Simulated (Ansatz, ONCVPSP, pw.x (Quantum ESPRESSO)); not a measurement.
# Equation-of-state test of one ONCV potential (Zn (Z = 30))

* Element: Zn
* Generator: ONCVPSP 4.0.1.1 (patched build)
* Type: optimised norm-conserving Vanderbilt (ONCV)
* Functional: PBE
* Relativity: scalar-relativistic
* Frozen core: [Ar]
* Valence charge: 12
* Reference configuration: 3d10 4s2
* Partial waves: 4s: rc 2.35 bohr, ncon 3, nbas 7, qcut 2.2 1/bohr, 3 projectors, debl 1 Ha; p scattering state at 0.08 Ha: rc 2.05 bohr, ncon 4, nbas 7, qcut 4.2 1/bohr, 1 projector; 3d: rc 1.35 bohr, ncon 4, nbas 9, qcut 13.5 1/bohr, 2 projectors, debl 0.8 Ha
* Local potential: polynomial inside 1.35 bohr (lpopt 5, dvloc0 3 Ha)
* Core correction: none

In the p channel the program set the typed energies aside and used 0.050 Ha.

Crystal test: bcc Zn in pw.x 7.5, no spin, 15³ k-points, Fermi–Dirac smearing 0.01 Ry, cutoffs 170/680 Ry. The reference is all-electron LAPW (Ansatz 0.2.0) with the same functional, mesh and smearing; V0 and B0 come from Birch–Murnaghan fits to the pressures at five volumes. Errors are pseudo minus all-electron; Δ is the rms difference of the E(V) curves that follow from these fits, minima aligned, over ±6 % about the mean V0. Mesh and smearing are coarse, so the numbers serve the comparison and aren't converged zero-temperature values; the lattice is a test structure that the element need not adopt.

| V (Å³/atom) | P all-electron (GPa) | P pseudo (GPa) |
| --- | --- | --- |
| 14.468 | 4.67 | 6.25 |
| 14.848 | 2.51 | 4.24 |
| 15.229 | 0.67 | 2.47 |
| 15.610 | -0.89 | 0.97 |
| 15.990 | -2.22 | -0.32 |

All-electron: a0 = 3.134 Å (V0 = 15.39 Å³/atom), B0 = 64.0 GPa.

Pseudopotential: mean pressure error (GPa): +1.77; a0 (Å): 3.167; a0 error (%): +1.08; B0 error (%): -18.5; Δ (meV/atom): 6.3. This is a poor potential for the solid.

Q: At the middle volume, how do free energy and pressure move when the wave cutoff is lowered (ecutrho kept at four times it)?

A:

```csv
cutoff (Ry),shift of F (meV/atom),shift of P (GPa)
76,+42266.5,-1460.50
102,+5517.8,-362.60
136,+127.6,-16.09
```

The run at the middle volume (120 k-points, 9 iterations) took about 3.7 min on one core of a shared host (Neoverse-N1, 64 threads, 124 GiB, load 59).
